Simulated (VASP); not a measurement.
# What goes wrong when the modes of SiC (Moissanite 3C) are computed with a bad input

Some phonon runs on SiC (Moissanite 3C) get a fault in the input on purpose. Which of them show, and how? The starting structure is a measured crystal structure from the Crystallography Open Database.

Method: Kohn-Sham DFT with plane waves and PAW; LDA, in VASP 6.6.1.

**1. Starting point**

Symmetry: F-43m, No. 216, cubic system. The conventional cell has a = 4.358 Å, b = 4.358 Å, c = 4.358 Å, α = 90.00°, β = 90.00°, γ = 90.00°. Si has 4 C at 1.89 Å nearest. Nearest to C lie 4 Si at 1.89 Å. Farther neighbours are not listed.

**2. Reference modes**

The cell comes from a relaxation at this level, not shown (20.32 Å³).

The input, INCAR:

```
SYSTEM = SiC
PREC = Accurate
ENCUT = 520
EDIFF = 1E-08
NELM = 100
ISMEAR = 0
SIGMA = 0.03
LREAL = .FALSE.
ALGO = Normal
GGA = CA
NBANDS = 10
LORBIT = 11
LWAVE = .FALSE.
LCHARG = .FALSE.
KPAR = 8
IBRION = 8
LEPSILON = .TRUE.
LPEAD = .TRUE.
ISIF = 2
```

The input, POSCAR:

```
SiC
1.0
    0.0000000000      2.1657828511      2.1657828511
    2.1657828511      0.0000000000      2.1657828511
    2.1657828511      2.1657828511      0.0000000000
Si C
1 1
Direct
    0.0000000000      0.0000000000      0.0000000000
    0.7500000000      0.7500000000      0.7500000000
```

The input, KPOINTS:

```
Automatic mesh
0
Gamma
12 12 12
0 0 0
```

PAW data sets: Si and C (LDA family, release 64).

Command:

```bash
$ mpirun -np 8 vasp_std
```

What it wrote:

```text
[banner, memory and clock lines left out]
running    8 mpi-ranks, on    1 nodes
 distrk:  each k-point on    1 cores,    8 groups
 distr:  one band on    1 cores,    1 groups

 POSCAR found type information on POSCAR SiC
 POSCAR found :  2 types and       2 ions
|                                                                             |
|           W    W    AA    RRRRR   N    N  II  N    N   GGGG   !!!           |
|           W    W   A  A   R    R  NN   N  II  NN   N  G    G  !!!           |
|           W    W  A    A  R    R  N N  N  II  N N  N  G       !!!           |
|           W WW W  AAAAAA  RRRRR   N  N N  II  N  N N  G  GGG   !            |
|           WW  WW  A    A  R   R   N   NN  II  N   NN  G    G                |
|           W    W  A    A  R    R  N    N  II  N    N   GGGG   !!!           |
|                                                                             |
|     For optimal performance we recommend to set                             |
|       NCORE = 2 up to number-of-cores-per-socket                            |
|     NCORE specifies how many cores store one orbital (NPAR=cpu/NCORE).      |
|     This setting can greatly improve the performance of VASP for DFT.       |
|     The default, NCORE=1 might be grossly inefficient on modern             |
|     multi-core architectures or massively parallel machines. Do your        |
|     Unfortunately you need to use the default for GW and RPA                |
|     calculations (for HF NCORE is supported but not extensively tested      |
|     yet).                                                                   |
|                                                                             |

 LDA part: xc-table for (Slater(with rela. corr.)+CA(PZ))
 , standard interpolation
 POSCAR, INCAR and KPOINTS ok, starting setup
 FFT: planning ... GRIDC
 FFT: planning ... GRID_SOFT
 FFT: planning ... GRID
 WAVECAR not read
 entering main loop
       N       E                     dE             d eps       ncg     rms          rms(c)
DAV:   1     0.173706501262E+01    0.17371E+01   -0.40431E+03  1512   0.670E+02
DAV:   2    -0.181214277825E+02   -0.19858E+02   -0.18837E+02  1866   0.113E+02
DAV:   3    -0.187306778055E+02   -0.60925E+00   -0.60825E+00  1724   0.169E+01
DAV:   4    -0.187332650772E+02   -0.25873E-02   -0.25871E-02  1656   0.137E+00
DAV:   5    -0.187332766237E+02   -0.11546E-04   -0.11546E-04  1682   0.857E-02    0.926E+00
DAV:   6    -0.167384196939E+02    0.19949E+01   -0.75478E+00  1502   0.132E+01    0.409E+00
DAV:   7    -0.166635620843E+02    0.74858E-01   -0.39126E-01  1686   0.391E+00    0.182E+00
DAV:   8    -0.166430547560E+02    0.20507E-01   -0.27122E-02  1528   0.107E+00    0.177E-01
DAV:   9    -0.166426922429E+02    0.36251E-03   -0.18048E-03  1764   0.248E-01    0.951E-02
DAV:  10    -0.166427062309E+02   -0.13988E-04   -0.11182E-04  1526   0.706E-02    0.318E-02
DAV:  11    -0.166427065492E+02   -0.31836E-06   -0.31186E-06  1716   0.120E-02    0.132E-02
DAV:  12    -0.166427063232E+02    0.22603E-06   -0.67675E-07  1504   0.426E-03    0.598E-04
DAV:  13    -0.166427063270E+02   -0.37694E-08   -0.28968E-08  1590   0.114E-03
   1 F= -.16642706E+02 E0= -.16642706E+02  d E =-.102947E-13
 Linear response reoptimize wavefunctions to high precision
DAV:   1    -0.166427063298E+02   -0.28492E-08   -0.40357E-10  1044   0.144E-04
DAV:   2    -0.166427063298E+02    0.70486E-11   -0.13487E-11   776   0.320E-05
 Linear response to external field (no local field effect), progress :
  Direction:   1
       N       E                     dE             d eps       ncg     rms          rms(c)
RMM:   1    -0.428007192088E+00   -0.42801E+00   -0.17632E+00   864   0.278E+00
RMM:   2    -0.439244967701E+00   -0.11238E-01   -0.32406E-03   864   0.411E-01
RMM:   3    -0.439266619694E+00   -0.21652E-04   -0.18905E-05   864   0.278E-02
RMM:   4    -0.439266742211E+00   -0.12252E-06   -0.18973E-07   863   0.284E-03
RMM:   5    -0.439266742058E+00    0.15274E-09   -0.47234E-09   750   0.295E-04
 change of polarisation eV/A/(eV/A) component  1 :     0.879     0.455     0.080
 dielectric tensor                  component  1 :     8.824     4.054     0.713
 Linear response to external field (no local field effect), progress :
  Direction:   2
       N       E                     dE             d eps       ncg     rms          rms(c)
RMM:   1    -0.414078472674E+00   -0.41408E+00   -0.16863E+00   864   0.268E+00
RMM:   2    -0.424515097514E+00   -0.10437E-01   -0.31706E-03   864   0.396E-01
RMM:   3    -0.424536754480E+00   -0.21657E-04   -0.17926E-05   864   0.272E-02
RMM:   4    -0.424536876350E+00   -0.12187E-06   -0.16345E-07   863   0.269E-03
RMM:   5    -0.424536877158E+00   -0.80762E-09   -0.21365E-09   737   0.276E-04
 change of polarisation eV/A/(eV/A) component  2 :     0.455     0.849    -0.067
 dielectric tensor                  component  2 :     4.054     8.562    -0.600
 Linear response to external field (no local field effect), progress :
  Direction:   3
       N       E                     dE             d eps       ncg     rms          rms(c)
RMM:   1    -0.186111152604E+00   -0.18611E+00   -0.63537E-01   863   0.212E+00
RMM:   2    -0.190152756546E+00   -0.40416E-02   -0.13857E-03   864   0.294E-01
RMM:   3    -0.190162867683E+00   -0.10111E-04   -0.82697E-06   864   0.199E-02
[...]
dielectric tensor                  component  3 :     0.716    -0.600     4.387
 Linear response to external field, progress :
  Direction:   1
       N       E                     dE             d eps       ncg     rms          rms(c)
RMM:   1    -0.342734840062E+00   -0.34273E+00   -0.13616E+00  3359   0.253E+00
RMM:   2    -0.351302810449E+00   -0.85680E-02   -0.25987E-03  3360   0.367E-01    0.864E-01
RMM:   3    -0.341515817447E+00    0.97870E-02   -0.49676E-03  8317   0.419E-01    0.501E-01
RMM:   4    -0.350271331729E+00   -0.87555E-02   -0.60065E-03 10629   0.463E-01    0.749E-02
RMM:   5    -0.352284833985E+00   -0.20135E-02   -0.13062E-04  8710   0.846E-02    0.937E-03
RMM:   6    -0.352371014440E+00   -0.86180E-04   -0.11480E-06  9746   0.842E-03    0.469E-03
RMM:   7    -0.352415046970E+00   -0.44033E-04   -0.75034E-08  9461   0.215E-03    0.286E-04
RMM:   8    -0.352418401047E+00   -0.33541E-05   -0.40116E-09 10746   0.407E-04    0.112E-04
RMM:   9    -0.352417594170E+00    0.80688E-06   -0.34285E-10  8603   0.129E-04    0.188E-05
RMM:  10    -0.352417754350E+00   -0.16018E-06    0.24841E-10  6287   0.317E-05    0.670E-06
 change of polarisation eV/A/(eV/A) component  1 :     0.666     0.169     0.099
 dielectric tensor                  component  1 :     6.934     1.509     0.882
 Linear response to external field, progress :
  Direction:   2
       N       E                     dE             d eps       ncg     rms          rms(c)
RMM:   1    -0.342734797181E+00   -0.34273E+00   -0.13616E+00  3359   0.253E+00
RMM:   2    -0.351302812471E+00   -0.85680E-02   -0.25986E-03  3360   0.367E-01    0.864E-01
RMM:   3    -0.341515969603E+00    0.97868E-02   -0.49662E-03  8318   0.419E-01    0.501E-01
RMM:   4    -0.350271364168E+00   -0.87554E-02   -0.60048E-03 10627   0.463E-01    0.749E-02
RMM:   5    -0.352284805997E+00   -0.20134E-02   -0.13057E-04  8713   0.846E-02    0.937E-03
RMM:   6    -0.352371048259E+00   -0.86242E-04   -0.11465E-06  9744   0.842E-03    0.469E-03
RMM:   7    -0.352415074343E+00   -0.44026E-04   -0.75017E-08  9460   0.215E-03    0.285E-04
RMM:   8    -0.352418440936E+00   -0.33666E-05   -0.35960E-09 10746   0.407E-04    0.112E-04
RMM:   9    -0.352417635844E+00    0.80509E-06   -0.18543E-10  8612   0.128E-04    0.203E-05
RMM:  10    -0.352417788551E+00   -0.15271E-06    0.76094E-10  6345   0.304E-05    0.790E-06
 change of polarisation eV/A/(eV/A) component  2 :     0.120     0.666     0.129
 dielectric tensor                  component  2 :     1.070     6.934     1.145
 Linear response to external field, progress :
  Direction:   3
       N       E                     dE             d eps       ncg     rms          rms(c)
RMM:   1    -0.342734709614E+00   -0.34273E+00   -0.13616E+00  3359   0.253E+00
RMM:   2    -0.351302805920E+00   -0.85681E-02   -0.25988E-03  3360   0.367E-01    0.864E-01
RMM:   3    -0.341515994603E+00    0.97868E-02   -0.49672E-03  8318   0.419E-01    0.501E-01
RMM:   4    -0.350271449839E+00   -0.87555E-02   -0.60065E-03 10629   0.463E-01    0.749E-02
RMM:   5    -0.352284812154E+00   -0.20134E-02   -0.13062E-04  8711   0.846E-02    0.937E-03
RMM:   6    -0.352371050276E+00   -0.86238E-04   -0.11571E-06  9745   0.842E-03    0.469E-03
RMM:   7    -0.352415071695E+00   -0.44021E-04   -0.75740E-08  9461   0.215E-03    0.285E-04
RMM:   8    -0.352418442198E+00   -0.33705E-05   -0.40191E-09 10746   0.407E-04    0.112E-04
RMM:   9    -0.352417635372E+00    0.80683E-06   -0.28868E-10  8608   0.128E-04    0.204E-05
RMM:  10    -0.352417789427E+00   -0.15406E-06    0.75609E-10  6346   0.304E-05    0.792E-06
 change of polarisation eV/A/(eV/A) component  3 :     0.101     0.168     0.666
 dielectric tensor                  component  3 :     0.899     1.492     6.934
 Linear response DOF=           2
 Linear response progress:
  Degree of freedom:   1/  2
       N       E                     dE             d eps       ncg     rms          rms(c)
RMM:   1    -0.163789121196E-01   -0.16379E-01   -0.75284E-03 13168   0.872E-01
RMM:   2    -0.143355016518E-01    0.20434E-02   -0.43377E-04  8620   0.192E-01    0.132E-01
RMM:   3    -0.142634647780E-01    0.72037E-04   -0.12359E-04  8765   0.475E-02    0.752E-02
RMM:   4    -0.143324599062E-01   -0.68995E-04   -0.11698E-04  8859   0.468E-02    0.877E-03
RMM:   5    -0.143154104336E-01    0.17049E-04    0.28687E-06  8978   0.779E-03    0.132E-03
RMM:   6    -0.143136161690E-01    0.17943E-05   -0.31794E-07  9176   0.756E-04    0.638E-04
RMM:   7    -0.143122925591E-01    0.13236E-05   -0.60907E-07  9166   0.244E-04    0.770E-05
RMM:   8    -0.143123085911E-01   -0.16032E-07    0.16799E-08  9528   0.433E-05    0.198E-05
RMM:   9    -0.143123331597E-01   -0.24569E-07    0.17778E-08  9506   0.159E-05    0.327E-06
RMM:  10    -0.143123229408E-01    0.10219E-07    0.72396E-08  8910   0.602E-06    0.990E-07
RMM:  11    -0.143123226437E-01    0.29707E-09    0.73783E-08  5279   0.420E-06    0.692E-08
 first order change of Fermi-energy   0.33276E-04
 force on displaced ion       1 direction 1 : -19.611   0.000   0.000
 Born effective charge ion    1 direction 1 :   2.712   0.000   0.000
 Linear response progress:
  Degree of freedom:   2/  2
       N       E                     dE             d eps       ncg     rms          rms(c)
RMM:   1    -0.126527630530E+00   -0.12653E+00    0.55245E-02 12243   0.208E+00
RMM:   2    -0.123471091536E+00    0.30565E-02   -0.26369E-03  8549   0.408E-01    0.208E-01
RMM:   3    -0.123476012559E+00   -0.49210E-05   -0.80319E-04  8379   0.175E-01    0.103E-01
RMM:   4    -0.124523802434E+00   -0.10478E-02   -0.61615E-04  8437   0.147E-01    0.187E-02
RMM:   5    -0.124501358026E+00    0.22444E-04   -0.11982E-05  8966   0.225E-02    0.184E-03
RMM:   6    -0.124509011651E+00   -0.76536E-05   -0.26590E-07  9244   0.248E-03    0.921E-04
RMM:   7    -0.124504480333E+00    0.45313E-05   -0.13962E-07  9189   0.503E-04    0.933E-05
RMM:   8    -0.124505111844E+00   -0.63151E-06    0.26712E-08  9250   0.100E-04    0.311E-05
RMM:   9    -0.124505050392E+00    0.61452E-07    0.41514E-08  9774   0.300E-05    0.348E-06
RMM:  10    -0.124505071784E+00   -0.21392E-07    0.36495E-08  9486   0.961E-06    0.188E-06
RMM:  11    -0.124505069905E+00    0.18784E-08    0.54896E-08  7442   0.699E-06    0.155E-07
 first order change of Fermi-energy   0.88906E-04
 force on displaced ion       2 direction 1 : -19.607  -0.000  -0.000
 Born effective charge ion    2 direction 1 :  -2.714   0.000   0.000
 Born effective charges drift removed
 Linear response finished
```

The job ended after 22 s (8 MPI ranks of Intel Xeon 6975P-C (Granite Rapids), shared host; peak memory 2.5 GiB).

Lines that name or quote the potential files are left out of all logs, and their timing lines are given in words.

Parts of OUTCAR (step 2):

```text
ion  position               nearest neighbor table
   1  0.000  0.000  0.000-   2 1.88   2 1.88   2 1.88   2 1.88
   2  0.750  0.750  0.750-   1 1.88   1 1.88   1 1.88   1 1.88

  LATTYP: Found a face centered cubic cell.
 ALAT       =     4.3315657022

 Subroutine GETGRP returns: Found 24 space group operations
 (whereof 24 operations were pure point group operations)

The static configuration has the point symmetry T_d .

 Found     72 irreducible k-points:

   k-points           NKPTS =     72   k-points in BZ     NKDIM =     72   number of bands    NBANDS=     10

   dimension x,y,z NGX =    24 NGY =   24 NGZ =   24
   dimension x,y,z NGXF=    48 NGYF=   48 NGZF=   48

   ENCUT  =  520.0 eV  38.22 Ry    6.18 a.u.   5.69  5.69  5.69*2*pi/ulx,y,z

   NELECT =       8.0000    total number of electrons

 k-points in reciprocal lattice and weights: Automatic mesh
   0.00000000  0.00000000  0.00000000       0.001
   0.08333333  0.00000000  0.00000000       0.005
   0.16666667  0.00000000  0.00000000       0.005
   0.25000000  0.00000000  0.00000000       0.005
   0.33333333  0.00000000  0.00000000       0.005
   0.41666667  0.00000000  0.00000000       0.005
   0.50000000  0.00000000  0.00000000       0.002
   0.08333333  0.08333333  0.00000000       0.003
   0.16666667  0.08333333  0.00000000       0.014
[...]
-0.33333333  0.50000000  0.16666667       0.007
  -0.25000000  0.50000000  0.25000000       0.003

 average (electrostatic) potential at core
       1 -81.6773       2 -48.7688

  Total       -0.0006005     -0.0006005     -0.0006005     -0.0000000      0.0000000     -0.0000000
  in kB       -0.0473521     -0.0473521     -0.0473521     -0.0000000      0.0000000     -0.0000000
  external PRESSURE =      -0.0473521 kB  Pullay stress =       0.0000000 kB

  energy-cutoff  :      520.00
  volume of cell :       20.32
      direct lattice vectors                 reciprocal lattice vectors
     0.000000000  2.165782851  2.165782851    -0.230863403  0.230863403  0.230863403
     2.165782851  0.000000000  2.165782851     0.230863403 -0.230863403  0.230863403
     2.165782851  2.165782851  0.000000000     0.230863403  0.230863403 -0.230863403

 POSITION                                       TOTAL-FORCE (eV/Angst)
 -----------------------------------------------------------------------------------
      0.00000      0.00000      0.00000        -0.000000     -0.000000      0.000000
      3.24867      3.24867      3.24867         0.000000      0.000000     -0.000000
 -----------------------------------------------------------------------------------
    total drift:                               -0.000000     -0.000000     -0.000000

 MACROSCOPIC STATIC DIELECTRIC TENSOR (including local field effects in DFT)
 ------------------------------------------------------
           6.933992     0.000000     0.000000
           0.000000     6.933992     0.000000
           0.000000     0.000000     6.933992
 ------------------------------------------------------

 PIEZOELECTRIC TENSOR (including local field effects)  for field in x, y, z        (C/m^2)
          XX          YY          ZZ          XY          YZ          ZX
  --------------------------------------------------------------------------------
  x     0.00000     0.00000     0.00000     0.00000     0.98706     0.00000
  y     0.00000    -0.00000     0.00000     0.00000     0.00000     0.98706
  z    -0.00000    -0.00000     0.00000     0.98706     0.00000     0.00000

 BORN EFFECTIVE CHARGES (including local field effects) (in |e|, cummulative output)
 ---------------------------------------------------------------------------------
 ion    1
    1     2.71344    -0.00000    -0.00000
    2     0.00000     2.71344    -0.00000
    3     0.00000     0.00000     2.71344
 ion    2
    1    -2.71344     0.00000     0.00000
    2    -0.00000    -2.71344     0.00000
    3    -0.00000    -0.00000    -2.71344

 Eigenvectors and eigenvalues of the dynamical matrix
 ----------------------------------------------------

   1 f  =   23.866707 THz   149.958941 2PiTHz  796.107643 cm-1    98.704723 meV
             X         Y         Z           dx          dy          dz
      0.000000  0.000000  0.000000    -0.547353    0.000000    0.000000
      3.248674  3.248674  3.248674     0.836902   -0.000000    0.000000

   2 f  =   23.866707 THz   149.958941 2PiTHz  796.107643 cm-1    98.704723 meV
             X         Y         Z           dx          dy          dz
      0.000000  0.000000  0.000000     0.000000    0.547353    0.000000
      3.248674  3.248674  3.248674    -0.000000   -0.836902    0.000000

   3 f  =   23.866707 THz   149.958941 2PiTHz  796.107643 cm-1    98.704723 meV
             X         Y         Z           dx          dy          dz
      0.000000  0.000000  0.000000     0.000000    0.000000   -0.547353
      3.248674  3.248674  3.248674     0.000000    0.000000    0.836902

   4 f/i=    0.001034 THz     0.006496 2PiTHz    0.034488 cm-1     0.004276 meV
             X         Y         Z           dx          dy          dz
      0.000000  0.000000  0.000000     0.000000    0.000000    0.836902
      3.248674  3.248674  3.248674     0.000000    0.000000    0.547353

   5 f/i=    0.001034 THz     0.006496 2PiTHz    0.034488 cm-1     0.004276 meV
             X         Y         Z           dx          dy          dz
      0.000000  0.000000  0.000000    -0.823625    0.148477    0.000000
      3.248674  3.248674  3.248674    -0.538670    0.097108    0.000000

   6 f/i=    0.001034 THz     0.006496 2PiTHz    0.034488 cm-1     0.004276 meV
             X         Y         Z           dx          dy          dz
      0.000000  0.000000  0.000000     0.148477    0.823625    0.000000
      3.248674  3.248674  3.248674     0.097108    0.538670    0.000000

 MACROSCOPIC STATIC DIELECTRIC TENSOR IONIC CONTRIBUTION
 ------------------------------------------------------
           3.344099     0.000000     0.000000
           0.000000     3.344099     0.000000
           0.000000     0.000000     3.344099
 ------------------------------------------------------

 ELASTIC MODULI CONTR FROM IONIC RELAXATION (kBar)
 Direction    XX          YY          ZZ          XY          YZ          ZX
 --------------------------------------------------------------------------------
 XX          -0.0000      0.0000      0.0000     -0.0000      0.0000      0.0000
 YY           0.0000     -0.0000      0.0000     -0.0000     -0.0000     -0.0000
 ZZ           0.0000      0.0000     -0.0000      0.0000     -0.0000      0.0000
 XY          -0.0000     -0.0000      0.0000   -272.8459     -0.0000     -0.0000
 YZ           0.0000     -0.0000     -0.0000     -0.0000   -272.8459     -0.0000
 ZX           0.0000     -0.0000      0.0000     -0.0000     -0.0000   -272.8459
 --------------------------------------------------------------------------------

 PIEZOELECTRIC TENSOR IONIC CONTR  for field in x, y, z        (C/m^2)
          XX          YY          ZZ          XY          YZ          ZX
  --------------------------------------------------------------------------------
  x     0.00000    -0.00000    -0.00000    -0.00000    -0.89882    -0.00000
  y     0.00000    -0.00000     0.00000     0.00000    -0.00000    -0.89882
  z    -0.00000    -0.00000     0.00000    -0.89882    -0.00000    -0.00000
```

Energies printed during the response cycles are not total energies of the cell.

Reference: the zone-centre mode is T2 796.1 cm⁻¹.

(Part 1 of 2 ends here.)

[Lines on the potential files, build, host, timing and source positions are cut from VASP's logs without a mark.]

[Logs are printed without paths, hosts, clocks, repeated set-up lines and the standing remarks that a program may print on its own settings, such as how far it seeks lower states.]

[Hosts, paths, dates, database ids (printed as entryN), source tags and the programs' standing remarks are cut or masked in the printed files.]
